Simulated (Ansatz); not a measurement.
The cell below belongs to a search over invented structures; it isn't taken from experiment.

Input and command of a plane-wave DFT calculation in Ansatz:

```yaml
crystal:
  lattice:
    - [4.939745551, 0.0, 0.0]
    - [0.0, 2.6429907451, 0.0]
    - [0.0, 0.0, 3.5957545586]
  atoms:
    - { symbol: Ni, position: [0.0, 0.0, 0.0] }
    - { symbol: Ni, position: [0.5, 0.0, 0.0] }
    - { symbol: O, position: [0.75, 0.5, 0.1726196112] }
    - { symbol: O, position: [0.25, 0.5, 0.8273803888] }
basis:
  ecutwfc: 420
kpoints:
  mp_grid: { grid: [10, 18, 14] }
hamiltonian:
  xc: pbe
scf:
  occupations: { method: gaussian, width: 0.1 }
output:
  forces: true
  stress: true
  eigenvalues: true
relax:
  adjacent_minimum: "off"
  f_tol: 0.01
  max_steps: 80
  cell: { stress_tol: 0.05 }
```

```bash
ansatz run input.yaml --threads 1 --pin off --max-ram 2560MiB --backend cpu --events-out ev --progress --plain --runs-dir out
```

Processor: Intel(R) Xeon(R) Processor @ 2.70GHz, 1 thread, on a host shared with other jobs.

Task: Estimate time, memory and problem size.

Result: About 6.2 min, peak memory 0.77 GiB. It solves 29 bands at 480 k points (after reduction by symmetry) with about 949 plane waves (on the last cell), in 79 SCF iterations over 11 ionic steps.
